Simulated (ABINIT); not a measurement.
CuI (Marshite), 2 atoms in the cell. Symmetry: F-43m, No. 216, cubic system. Conventional cell: a = 6.063 Å, b = 6.063 Å, c = 6.063 Å, α = 90.00°, β = 90.00°, γ = 90.00°. I (site symmetry -43m) has 4 Cu at 2.63 Å as nearest neighbours. Around Cu (site symmetry -43m) lie 4 I at 2.63 Å. 

| Quantity | Value |
| --- | --- |
| Program | ABINIT 10.8.3 (patched build) |
| Task | band structure |
| Functional | LDA |
| Potentials or basis | PseudoDojo NC SR LDA v0.4.1 standard |
| Cutoff | 1143 eV |
| k mesh | 8 × 8 × 8 |
| Occupations | fermi-dirac, width 0.05 eV |
| Spin | no spin polarisation |

Potentials or basis: PseudoDojo NC SR LDA v0.4.1 standard.

Launch:

```bash
$ abinit run.abi > log 2>&1
```

Hardware: 1 thread of Intel(R) Xeon(R) Platinum 8488C (Sapphire Rapids) (shared host).

Q: How long does it take, and how much memory?

A: Run time: 4.8 min on 1 thread of Intel(R) Xeon(R) Platinum 8488C (Sapphire Rapids), on a shared host, peak memory 0.25 GiB. Counts: scf iterations 17, mpi ranks 1, k points 29, bands 17, plane waves 4916.
